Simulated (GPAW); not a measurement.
# SiC (Moissanite) (P6_3mc) in GPAW: further runs

Aim: see how the results for SiC (Moissanite) move with the level of theory and the settings. Levels: revPBE+D4, PBE+D4. Tasks: relaxation of cell and atoms.

All numbers are computed with GPAW 26.7.0; they aren't measurements. Logs are shortened: lines on timing, memory, paths and dates and some standing lists are left out, and cuts for length are marked. The log counts tension as positive stress, the text compression.

## 1. The crystal as given

It takes space group P6_3mc (No. 186, hexagonal). Conventional cell: a = 3.076 Å, b = 3.076 Å, c = 5.048 Å, α = 90.00°, β = 90.00°, γ = 120.00°. Around Si (site symmetry 3m) lie 4 C at 1.87 to 1.94 Å. C (site symmetry 3m) is surrounded by 4 Si at 1.87 to 1.94 Å.

## 2. Relaxation of cell and atoms, revPBE+D4

The input, run.py:

```python
from ase import Atoms
from ase.calculators.mixing import SumCalculator
from ase.filters import FrechetCellFilter
from ase.io import write
from ase.optimize import BFGS
from dftd4.ase import DFTD4
from gpaw import GPAW, PW

atoms = Atoms(['Si', 'Si', 'C', 'C'],
              cell=[[3.076, 0.0, 0.0],
                    [-1.538, 2.663894142, 0.0],
                    [0.0, 0.0, 5.048]],
              scaled_positions=[[0.6666666667, 0.3333333333, 0.5],
                                [0.3333333333, 0.6666666667, 0.0],
                                [0.6666666667, 0.3333333333, 0.885],
                                [0.3333333333, 0.6666666667, 0.385]],
              pbc=True)

calc = GPAW(mode=PW(800),
            xc='revPBE',
            kpts={'size': (7, 7, 4), 'gamma': True},
            occupations={'name': 'fermi-dirac', 'width': 0.05},
            nbands=18,
            convergence={'density': 1e-05, 'energy': 1e-05},
            maxiter=150,
            txt='gpaw.txt')
atoms.calc = SumCalculator([calc, DFTD4(method='revpbe')])
opt = BFGS(FrechetCellFilter(atoms), trajectory='relax.traj', logfile='-')
done = opt.run(fmax=0.02, steps=60)
calc.write('gs.gpw')
write('result.traj', atoms)
print('Converged:', done)
print('Cell:', atoms.cell.cellpar().round(4))
print('Volume:', round(atoms.get_volume(), 4))
print(atoms.get_scaled_positions().round(5))
```

Potentials or basis: the program's PAW data sets (release 1.2.1) made for this functional, pw.

Launch:

```
$ OMP_NUM_THREADS=1 python run.py
```

gpaw.txt:

```text
__  _  _
 | _ |_)|_||  |
 |__||  | ||/\| - 26.7.0

Input parameters:
  mode=PW(ecut=800.0),
  convergence={'density': 1e-05, 'energy': 1e-05},
  kpts=MonkhorstPack(size=(7, 7, 4), gamma=True),
  maxiter=150,
  nbands=18,
  occupations=Occupations(name='fermi-dirac', width=0.05),
  xc=XC(name='revPBE')

Diagonalizing LCAO Hamiltonian
Converting LCAO to pw mode

           C

           Si
        C

        Si

Atoms  # Å, Bohr magnetons
|   | symbol |         x |        y |        z |    initial magnetic moments |
|---|--------|-----------|----------|----------|-----------------------------|
| 0 |     Si |  1.538000 | 0.887965 | 2.524000 | ( 0.0000,  0.0000,  0.0000) |
| 1 |     Si | -0.000000 | 1.775929 | 0.000000 | ( 0.0000,  0.0000,  0.0000) |
| 2 |      C |  1.538000 | 0.887965 | 4.467480 | ( 0.0000,  0.0000,  0.0000) |
| 3 |      C | -0.000000 | 1.775929 | 1.943480 | ( 0.0000,  0.0000,  0.0000) |

Unit cell  # Å
| periodic |         x |        y |        z |  lengths |     angles |
|----------|-----------|----------|----------|----------|------------|
|      yes |  3.076000 | 0.000000 | 0.000000 | 3.076000 |  90.000000 |
|      yes | -1.538000 | 2.663894 | 0.000000 | 3.076000 |  90.000000 |
|      yes |  0.000000 | 0.000000 | 5.048000 | 5.048000 | 120.000000 |

Number of symmetries: 6
Symmetry operations  # r_c * U_cc + t_c -> r_c
|   | kind |            matrix            |
|---|------|------------------------------|
| 0 |  σ   |  1, 1, 0,  0,-1, 0,  0, 0, 1 |
| 1 |  E   |  1, 0, 0,  0, 1, 0,  0, 0, 1 |
| 2 |  C3  |  0, 1, 0, -1,-1, 0,  0, 0, 1 |
| 3 |  σ   |  0,-1, 0, -1, 0, 0,  0, 0, 1 |
| 4 |  σ   | -1, 0, 0,  1, 1, 0,  0, 0, 1 |
| 5 |  C3  | -1,-1, 0,  1, 0, 0,  0, 0, 1 |

BZ-sampling:
  Number of BZ points: 196
  Number of IBZ points: 28
[... 210 lines left out ...]
        Si

Atoms  # Å, Bohr magnetons
|   | symbol |         x |        y |        z |    initial magnetic moments |
|---|--------|-----------|----------|----------|-----------------------------|
| 0 |     Si |  1.538029 | 0.887982 | 2.532066 | ( 0.0000,  0.0000,  0.0000) |
| 1 |     Si | -0.000000 | 1.775963 | 0.010741 | ( 0.0000,  0.0000,  0.0000) |
| 2 |      C |  1.538029 | 0.887982 | 4.452003 | ( 0.0000,  0.0000,  0.0000) |
| 3 |      C | -0.000000 | 1.775963 | 1.930680 | ( 0.0000,  0.0000,  0.0000) |

Unit cell  # Å
| periodic |         x |         y |        z |  lengths |     angles |
|----------|-----------|-----------|----------|----------|------------|
|      yes |  3.076059 | -0.000000 | 0.000000 | 3.076059 |  90.000000 |
|      yes | -1.538029 |  2.663945 | 0.000000 | 3.076059 |  90.000000 |
|      yes |  0.000000 |  0.000000 | 5.042648 | 5.042648 | 120.000000 |

Number of symmetries: 6
Symmetry operations  # r_c * U_cc + t_c -> r_c
|   | kind |            matrix            |
|---|------|------------------------------|
| 0 |  σ   |  1, 1, 0,  0,-1, 0,  0, 0, 1 |
| 1 |  E   |  1, 0, 0,  0, 1, 0,  0, 0, 1 |
| 2 |  C3  |  0, 1, 0, -1,-1, 0,  0, 0, 1 |
| 3 |  σ   |  0,-1, 0, -1, 0, 0,  0, 0, 1 |
| 4 |  σ   | -1, 0, 0,  1, 1, 0,  0, 0, 1 |
| 5 |  C3  | -1,-1, 0,  1, 0, 0,  0, 0, 1 |

BZ-sampling:
  Number of BZ points: 196
  Number of IBZ points: 28
[... 901 lines left out ...]
Stress tensor  # eV/Ang^3
|         x |         y |         z |
|-----------|-----------|-----------|
| -0.051811 | -0.000000 | -0.000000 |
| -0.000000 | -0.051811 |  0.000000 |
| -0.000000 |  0.000000 | -0.053713 |

Forces  # eV/Ang
|        x |        y |        z |
|----------|----------|----------|
|  0.00000 |  0.00000 |  0.01554 |  # Si   0
| -0.00000 | -0.00000 |  0.01548 |  # Si   1
|  0.00000 |  0.00000 | -0.01554 |  # C    2
| -0.00000 | -0.00000 | -0.01547 |  # C    3

Diagonalizing LCAO Hamiltonian
Converting LCAO to pw mode

           C

           Si
        C

        Si

Atoms  # Å, Bohr magnetons
|   | symbol |         x |        y |        z |    initial magnetic moments |
|---|--------|-----------|----------|----------|-----------------------------|
| 0 |     Si |  1.534160 | 0.885748 | 2.539757 | ( 0.0000,  0.0000,  0.0000) |
| 1 |     Si | -0.000000 | 1.771495 | 0.022659 | ( 0.0000,  0.0000,  0.0000) |
| 2 |      C |  1.534160 | 0.885748 | 4.432606 | ( 0.0000,  0.0000,  0.0000) |
| 3 |      C | -0.000000 | 1.771495 | 1.915511 | ( 0.0000,  0.0000,  0.0000) |

Unit cell  # Å
| periodic |         x |         y |         z |  lengths |     angles |
|----------|-----------|-----------|-----------|----------|------------|
|      yes |  3.068320 | -0.000000 | -0.000000 | 3.068320 |  90.000000 |
|      yes | -1.534160 |  2.657243 |  0.000000 | 3.068320 |  90.000000 |
|      yes | -0.000000 |  0.000000 |  5.034192 | 5.034192 | 120.000000 |
[... 433 lines left out ...]
Stress tensor  # eV/Ang^3
|         x |         y |         z |
|-----------|-----------|-----------|
| -0.057791 |  0.000000 | -0.000000 |
|  0.000000 | -0.057790 |  0.000000 |
| -0.000000 |  0.000000 | -0.056387 |

Forces  # eV/Ang
|        x |        y |        z |
|----------|----------|----------|
| -0.00001 |  0.00001 |  0.00278 |  # Si   0
|  0.00001 | -0.00001 |  0.00287 |  # Si   1
|  0.00008 | -0.00004 | -0.00272 |  # C    2
| -0.00008 |  0.00004 | -0.00279 |  # C    3

# Writing to gs.gpw (mode='')
```

Run time: 4.7 min. Hardware: 1 thread of Arm Neoverse N1, shared host; peak memory 0.28 GiB.

What came out:

| Quantity | Value |
| --- | --- |
| Free energy | -31.1663 eV |
| Relaxed volume | 10.25 Å³/atom |
| Relaxed cell | a = 3.067 Å, b = 3.067 Å, c = 5.034 Å, α = 90.00°, β = 90.00°, γ = 120.00° |
| Space group after relaxing (to 0.05 Å) | P6_3mc (No. 186) |
| Energy gained by relaxing | 9.5 meV/atom |
| Ionic steps | 7 |
| Pressure after relaxing | 0.0 GPa |
| Largest force after relaxing | 0.010 eV/Å |
| Band gap on the k mesh | 2.59 eV, indirect (least direct gap 4.07 eV) |
| Dispersion energy per atom | -0.651 eV |

Forces in eV/Å, atoms in the order of the input:
```
Si   0.000  0.000  0.009
Si   0.000  0.000  0.010
C    0.000  0.000 -0.009
C    0.000  0.000 -0.010
```

Step by step:
| step | energy change (eV) | largest force (eV/Å) | pressure (GPa) | volume (Å³) |
| --- | --- | --- | --- | --- |
| 1 | 0.0000 | 0.7527 | -1.48 | 41.36 |
| 2 | -0.0264 | 0.4215 | -1.49 | 41.32 |
| 3 | -0.0373 | 0.0643 | -1.09 | 41.22 |
| 4 | -0.0377 | 0.0033 | -0.97 | 41.20 |
| 5 | -0.0380 | 0.0222 | -0.67 | 41.15 |
| 6 | -0.0381 | 0.0259 | -0.12 | 41.05 |
| 7 | -0.0382 | 0.0096 | 0.04 | 41.02 |

Final structure:
```cif
data_structure
_symmetry_space_group_name_H-M 'P 1'
_symmetry_Int_Tables_number 1
_cell_length_a 3.0673
_cell_length_b 3.0673
_cell_length_c 5.0339
_cell_angle_alpha 90.000
_cell_angle_beta 90.000
_cell_angle_gamma 120.000
_cell_volume 41.02
loop_
_atom_site_label
_atom_site_type_symbol
_atom_site_fract_x
_atom_site_fract_y
_atom_site_fract_z
_atom_site_occupancy
Si1 Si 0.66667 0.33333 0.50461 1
Si2 Si 0.33333 0.66667 0.00461 1
C1 C 0.66667 0.33333 0.88039 1
C2 C 0.33333 0.66667 0.38040 1
```

Caveat: later steps reuse the first step's grids; an odd mesh through Γ misses points on the zone boundary, where band edges often lie. Expect the measured gap to be larger: semilocal functionals such as revPBE lack the derivative discontinuity.

## 3. Relaxation of cell and atoms, PBE+D4

The input, run.py:

```python
from ase.calculators.mixing import SumCalculator
from ase.filters import FrechetCellFilter
from ase.io import read, write
from ase.optimize import FIRE
from dftd4.ase import DFTD4
from gpaw import GPAW, PW

atoms = read('SiC.cif')

calc = GPAW(mode=PW(800),
            xc='PBE',
            kpts={'size': (7, 7, 4), 'gamma': True},
            occupations={'name': 'fermi-dirac', 'width': 0.05},
            nbands=18,
            convergence={'density': 1e-05, 'energy': 1e-05},
            maxiter=150,
            txt='gpaw.txt')
atoms.calc = SumCalculator([calc, DFTD4(method='pbe')])
opt = FIRE(FrechetCellFilter(atoms), trajectory='relax.traj', logfile='-')
done = opt.run(fmax=0.02, steps=100)
calc.write('gs.gpw')
write('result.traj', atoms)
print('Converged:', done)
print('Cell:', atoms.cell.cellpar().round(4))
print('Volume:', round(atoms.get_volume(), 4))
print(atoms.get_scaled_positions().round(5))
```

The input, SiC.cif:

```cif
data_SiC
_cell_length_a 3.07600000
_cell_length_b 3.07600000
_cell_length_c 5.04800000
_cell_angle_alpha 90.00000000
_cell_angle_beta 90.00000000
_cell_angle_gamma 120.00000000
_space_group_name_H-M_alt 'P1'
_space_group_name_Hall 'P 1'
_space_group_IT_number 1
loop_
_space_group_symop_operation_xyz
'x,y,z'
loop_
_atom_site_label
_atom_site_type_symbol
_atom_site_symmetry_multiplicity
_atom_site_Wyckoff_symbol
_atom_site_fract_x
_atom_site_fract_y
_atom_site_fract_z
_atom_site_occupancy
Si1 Si 1 a 0.6666666667 0.3333333333 0.5000000000 1
Si2 Si 1 a 0.3333333333 0.6666666667 0.0000000000 1
C1 C 1 a 0.6666666667 0.3333333333 0.8850000000 1
C2 C 1 a 0.3333333333 0.6666666667 0.3850000000 1
```

Potentials or basis: GPAW PAW data sets (gpaw-data 1.2.1), pw.

Launch:

```
$ OMP_NUM_THREADS=1 python run.py
```

Wall time 7.1 min (1 thread of Arm Neoverse N1, shared host); peak memory 0.3 GiB.

It converged, with:

```yaml
Free_energy: -31.2595 eV
Relaxed_volume: 10.36 Å³/atom
Relaxed_cell: a = 3.079 Å, b = 3.079 Å, c = 5.049 Å, α = 90.00°, β = 90.00°, γ = 120.00°
Space_group_after_relaxing_to_0.05_Å: P6_3mc (No. 186)
Energy_gained_by_relaxing: 9.1 meV/atom
Ionic_steps: 17
Pressure_after_relaxing: 0.0 GPa
Largest_force_after_relaxing: 0.019 eV/Å
Band_gap_on_the_k_mesh: 2.59 eV, indirect (least direct gap 4.01 eV)
Dispersion_energy_per_atom: -0.328 eV
```

Forces on the atoms (eV/Å):
```
Si   0.000  0.000  0.019
Si   0.000  0.000  0.019
C    0.000  0.000 -0.019
C    0.000  0.000 -0.019
```

Stress tensor (GPa, compression positive):
```
-0.08  0.00  0.00
 0.00 -0.08  0.00
 0.00  0.00  0.19
```

Step by step:
| step | energy change (eV) | largest force (eV/Å) | pressure (GPa) | volume (Å³) |
| --- | --- | --- | --- | --- |
| 1 | 0.0000 | 0.7523 | 0.76 | 41.36 |
| 2 | -0.0198 | 0.5201 | 0.51 | 41.38 |
| 3 | -0.0358 | 0.0855 | 0.23 | 41.40 |
| 4 | -0.0264 | 0.4343 | 0.09 | 41.44 |
| 5 | -0.0283 | 0.3892 | 0.08 | 41.44 |
| 6 | -0.0313 | 0.3051 | 0.06 | 41.44 |
| 7 | -0.0343 | 0.1924 | 0.03 | 41.44 |
| 8 | -0.0362 | 0.0641 | 0.02 | 41.44 |
| 9 | -0.0363 | 0.0660 | 0.02 | 41.44 |
| 10 | -0.0363 | 0.0645 | 0.02 | 41.44 |
| 11 | -0.0363 | 0.0617 | 0.02 | 41.44 |
| 12 | -0.0363 | 0.0575 | 0.02 | 41.44 |
| 13 | -0.0363 | 0.0519 | 0.02 | 41.44 |
| 14 | -0.0364 | 0.0452 | 0.02 | 41.44 |
| 15 | -0.0364 | 0.0375 | 0.02 | 41.45 |
| 16 | -0.0364 | 0.0290 | 0.02 | 41.45 |
| 17 | -0.0365 | 0.0190 | 0.01 | 41.45 |

Final structure:
```
Si C
1.0
     3.07884    0.00000    0.00000
    -1.53942    2.66635    0.00000
     0.00000    0.00000    5.04861
Si C
2 2
Direct
  0.66667 0.33333 0.50445
  0.33333 0.66667 0.00445
  0.66667 0.33333 0.88055
  0.33333 0.66667 0.38055
```

Levels at points of the mesh, in eV from the valence-band top:
```
           k point  band 4  band 5  band 6  band 7  band 8  band 9  band 10  band 11  band 12  band 13
(0.00, 0.00, 0.00)   -1.32   -1.32   -0.10    0.00    0.00    4.77     6.22     6.64     6.64     7.73
(0.00, 0.00, 0.50)   -4.43   -0.72   -0.72   -0.72   -0.72    5.87     5.87     7.33     7.33     7.33
```

Caveat: later steps reuse the first step's grids; an odd mesh through Γ misses points on the zone boundary, where band edges often lie. A hybrid or GW would open this gap; PBE tends to underestimate it.
